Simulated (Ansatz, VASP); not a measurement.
One calculation of Ca, two programs

POSCAR

```
Ca
1.0
    2.2105925636     -7.0124537517      0.0000000000
    2.2105925636      7.0124537517      0.0000000000
    0.0000000000      0.0000000000      5.8503899872
Ca
4
Direct
    0.0980000000      0.9020000000      0.9100000000
    0.5980000000      0.4020000000      0.5900000000
    0.9020000000      0.0980000000      0.0900000000
    0.4020000000      0.5980000000      0.4100000000
```

Contents of INCAR.step1:

```
PREC = Accurate ; ENCUT = 520
ISMEAR = 0 ; SIGMA = 0.1
LREAL = False ; LASPH = True
NELM = 100 ; NBANDS = 28
GGA = PE ; ALGO = Normal
EDIFF = 1E-4 ; LWAVE = True
LCHARG = False
```

Contents of INCAR.step2:

```
PREC = Accurate ; ENCUT = 520
EDIFF = 1E-6 ; ISMEAR = 0
SIGMA = 0.1 ; LREAL = False
LASPH = True ; NELM = 100
ALGO = Normal ; ISIF = 2
LWAVE = False ; LCHARG = False
METAGGA = R2SCAN ; LMIXTAU = True
NBANDS = 28 ; ISTART = 1
```

File KPOINTS:

```
regular mesh
0
Gamma
  4 4 4
```

Input for Ansatz:

```yaml
crystal:
  lattice:
    - [2.2105925636, -7.0124537517, 0.0]
    - [2.2105925636, 7.0124537517, 0.0]
    - [0.0, 0.0, 5.8503899872]
  atoms:
    - { symbol: Ca, position: [0.098, 0.902, 0.91] }
    - { symbol: Ca, position: [0.598, 0.402, 0.59] }
    - { symbol: Ca, position: [0.902, 0.098, 0.09] }
    - { symbol: Ca, position: [0.402, 0.598, 0.41] }
basis:
  ecutwfc: 500
kpoints:
  mp_grid: { grid: [4, 4, 4] }
hamiltonian:
  xc: r2scan
scf:
  occupations: { method: gaussian, width: 0.1 }
  lower_state_search: "off"
output:
  forces: true
  stress: true
  eigenvalues: true
```

Alike in both runs: task single point; functional r2SCAN; k mesh 4 × 4 × 4; occupations gaussian, width 0.1 eV; no spin polarisation.

|  | VASP | Ansatz |
| --- | --- | --- |
| version | VASP 6.6.1 | Ansatz 0.2.0 |
| potentials or method | VASP PAW PBE potentials, release 64 (Ca_sv) | scalar-relativistic, plane waves, PAW |
| plane-wave cutoff (eV) | 520 | 500 |
| valence electrons in the cell | 40 | 40 |

Ansatz gave:

| Quantity | Value |
| --- | --- |
| gap on the k mesh at the Fermi level (eV) | none |
| pressure (GPa) | 2.2 |
| largest component of the traceless stress (GPa) | 1.14 |
| rms of the force components (eV/Å) | 1.458 |

Task: Estimate VASP's values.

Result: gap on the k mesh at the Fermi level (eV): none; pressure (GPa): 2.3; largest component of the traceless stress (GPa): 1.17; rms of the force components (eV/Å): 1.467.

Atom by atom the forces differ by 0.009 eV/Å (rms over components). A gap of «none» marks a metal or a gap that the smearing closes.

Caveats: the k mesh is coarse (spacing up to 0.37 Å⁻¹), so the values aren't converged; the PAW data sets were made with another functional, which shifts forces and pressure a little (VASP).
